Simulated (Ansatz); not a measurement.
# C: a vibration from a frozen displacement

All numbers below come from Ansatz, DFT PBE+D3(BJ), scalar-relativistic, plane waves, PAW. Settings: plane waves to 420 eV, k-mesh 22×22×8 (Γ-centred), Gaussian smearing 0.15 eV. No spin polarisation. Energies are free energies at this smearing, counted from the undisturbed cell; pressure is positive in compression.

Reference structure (relaxed at this level; this form isn't the usual structure):

```
CELL_PARAMETERS angstrom
1.23277 -2.13415 0.00000
1.23277 2.13415 0.00000
0.00000 0.00000 6.79898
ATOMIC_POSITIONS crystal
C 0.08331 0.91669 0.75000
C 0.58331 0.41669 0.25000
C 0.91669 0.08331 0.25000
C 0.41669 0.58331 0.75000
```

Atom 1 (C) is moved by x along the Cartesian unit vector (-0.866, 0.500, 0.000); the cell and all other atoms stay fixed. The cell's volume is 35.78 Å³; the moved atoms weigh 12.011 u together and the others 36.033 u.

```
  x (Å)  ΔE (meV/cell) total force on the moved atoms along the move (eV/Å) pressure (GPa)
-0.2000         893.47                                                7.7659          6.9701
-0.1600         597.72                                                6.8726          4.7550
-0.1200         349.57                                                5.4916          2.8132
-0.0800         161.43                                                3.8824          1.3115
-0.0400          41.78                                                2.0587          0.3391
 0.0000           0.00                                               -0.0030         -0.0057
 0.0800         184.36                                               -4.7601          1.5693
 0.1200         428.20                                               -7.4667          3.7138
 0.1600         785.75                                              -10.4699          6.9067
 0.2000        1263.32                                              -13.4250         11.1118
```

**Question.** What frequency belongs to this motion?

**Answer.** The force constant is k = −dF/dx = 54.183 eV/Å², from the parabola through x = -0.0400, 0 and 0.0800. In every cell the moved atoms swing against the rest, so the mass is μ = m₁m₂/(m₁ + m₂) = 9.008 u, and ν̃ = 521.5 cm⁻¹ × √(|k|/μ) = 1279 cm⁻¹. Steps this long are already anharmonic: the energies of the same points give k = 55.819 eV/Å², so the harmonic k is uncertain by that gap or more. The pattern needn't be a normal mode: ν̃² is then a weighted mean of the squared nonzero frequencies at the zone centre of this cell, taken without macroscopic field, so it lies between the lowest and the highest of them.

**Question.** How far does the harmonic law reach?

**Answer.** At x = -0.200 Å, kx²/2 = 1083.65 meV against the computed 893.47 meV (-17.6 %): the well softens in this direction at large amplitude.

The gap closes along the scan, which can put kinks into the curve.

Cost: 10 runs of about 3.1 core-minutes in all, on AMD EPYC 9R45 (Zen 5) (shared hosts).

The displaced atom sits in a flat honeycomb layer, and positive x pushes it straight at one of its three neighbours. This explains the lopsided well: at every pair of equal and opposite steps, the energy, restoring force and pressure are larger on the positive side. Pauli repulsion stiffens the shortened bond faster than stretching it costs energy, so the softening at negative x is one face of a mainly cubic anharmonicity, not a general weakening of the lattice.

The large force constant reflects strong sp² σ bonds reinforced by π bonding. Even so, 1279 cm⁻¹ lies well below the familiar in-plane optical (G) mode of graphite. That is no sign of overly soft bonds: moving one atom alone mixes the stiff stretch of the two sublattices with a rigid shear of one layer against the other, which has almost no restoring force. The layers are offset from the usual Bernal stacking, but this scan is dominated by bonds within a layer and can't show whether that stacking is stable against sliding.
